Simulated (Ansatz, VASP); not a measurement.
# CoO in VASP and in Ansatz

```
CELL_PARAMETERS angstrom
1.61283 0.93117 2.58347
-1.61283 0.93117 2.58347
0.00000 -1.86234 2.58347
ATOMIC_POSITIONS crystal
Co 0.99898 0.99898 0.99898
O 0.75102 0.75102 0.75102
```

Measurements of this composition are mostly on another form, of space group No. 225.

Alike in both runs: task single point; functional PBEsol; k mesh 10 × 10 × 10; occupations fermi-dirac, width 0.05 eV; collinear spin.

```csv
,VASP,Ansatz
version,VASP 6.6.1,Ansatz 0.2.0
potentials or method,"VASP PAW PBE potentials, release 64 (Co, O)",Ansatz PAW
plane-wave cutoff (eV),520,420
valence electrons in the cell,15,23
```

Ansatz gave:

```
gap on the k mesh at the Fermi level (eV)                     : none
pressure (GPa)                                                : -9.9
largest component of the traceless stress (GPa)               : 3.05
rms of the force components (eV/Å)                            : 0.114
net moment per atom (μB)                                      : 1.43
size of the moment on the site where the two differ most (μB) : 2.28
```

Problem. What did VASP give for the same quantities?

Solution. gap on the k mesh at the Fermi level (eV): none; pressure (GPa): -10.2; largest component of the traceless stress (GPa): 3.05; rms of the force components (eV/Å): 0.115; net moment per atom (μB): 1.42; size of the moment on the site where the two differ most (μB): 2.43.

Site moments also hang on the region over which each program counts them. Atom by atom the forces differ by 0.001 eV/Å (rms over components). A gap of «none» marks a metal or a gap that the smearing closes. With one functional, cell and mesh, what is left measures potentials, basis and numerics. The two sets of potentials don't hold the same shells in valence.

Caveats: a cell with one magnetic atom can't hold antiferromagnetic order, which such compounds often take; semilocal functionals often make such compounds metallic where correlation or magnetic order opens a gap, which also shifts bond lengths; the PAW data sets were made with another functional, which shifts forces and pressure a little (VASP); the pressure holds a Pulay correction of +0.7 GPa for the finite cutoff (Ansatz); the PAW data sets come from PBE, with cores solved anew for the run's functional, which leaves a small shift of forces and pressure (Ansatz).
